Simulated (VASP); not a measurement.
Runs of VASP 6.6.1 on Cu. It takes space group Fm-3m (No. 225, cubic). The conventional cell has a = 3.615 Å, b = 3.615 Å, c = 3.615 Å, α = 90.00°, β = 90.00°, γ = 90.00°. Around Cu (site symmetry m-3m) lie 12 Cu at 2.56 Å. 

| task | level | potentials or basis | cell | k mesh | cutoff (eV) | smearing | further INCAR settings | optimiser | grid for exact exchange (PRECFOCK) | exchange at q = 0 | mesh quality | gap on the mesh (eV) | pressure (GPa) |
| --- | --- | --- | --- | --- | --- | --- | --- | --- | --- | --- | --- | --- | --- |
| single point | PBEsol | VASP PAW PBE potentials, release 64 (Cu) | as given | 13 × 13 × 13 | 500 | gaussian 0.1 eV | ALGO = Fast; EDIFF = 1e-06 | - | - | - | not flagged | none | (a) |
| relaxation of the atoms | PBE+TS | VASP PAW PBE potentials, release 64 (Cu) | atoms relaxed from: cell strained at random at fixed volume | 13 × 13 × 13 | 520 | gaussian 0.01 eV | ALGO = Normal; EDIFF = 1.00e-06 | BFGS | - | - | not flagged | none | -8.5 |
| single point | r2SCAN0 | VASP PAW PBE potentials, release 54 (Cu) | volume scaled by 1.15 | 7 × 7 × 7 | 520 | fermi-dirac 0.02 eV | ALGO = Normal; EDIFF = 1.00e-07 | - | Fast | truncated | coarse | none | -14.8 |
| single point | RPBE | VASP PAW PBE potentials, release 54 (Cu) | as given | 13 × 13 × 13 | 520 | gaussian 0.02 eV | ALGO = Normal; EDIFF = 1e-06 | - | - | - | not flagged | none | 7.2 |
| single point | PBEsol | VASP PAW PBE potentials, release 64 (Cu) | as given | 13 × 13 × 13 | 500 | gaussian 0.1 eV | ALGO = Normal; EDIFF = 1.00e-06 | - | - | - | not flagged | none | -6.0 |
| single point | RPBE | VASP PAW PBE potentials, release 54 (Cu) | as given | 13 × 13 × 13 | 520 | gaussian 0.02 eV | ALGO = Normal; EDIFF = 1.00e-06 | - | - | - | not flagged | none | 7.2 |

Alike in all rows: no spin polarisation.

**Question.** Fill in the values left out.

**Answer.** (a) -5.5.

Caveats: some runs use coarse meshes; the PAW data sets were made with another functional, which shifts forces and pressure a little (some runs); the relaxation stopped at its first step, so nothing moved (some runs); atom-pairwise D2, TS and ULG terms overbind metals (some runs); pairwise dispersion overbinds metals, which lowers pressure and volume (some runs).

A gap of «none» marks a metal or a gap under the smearing width.
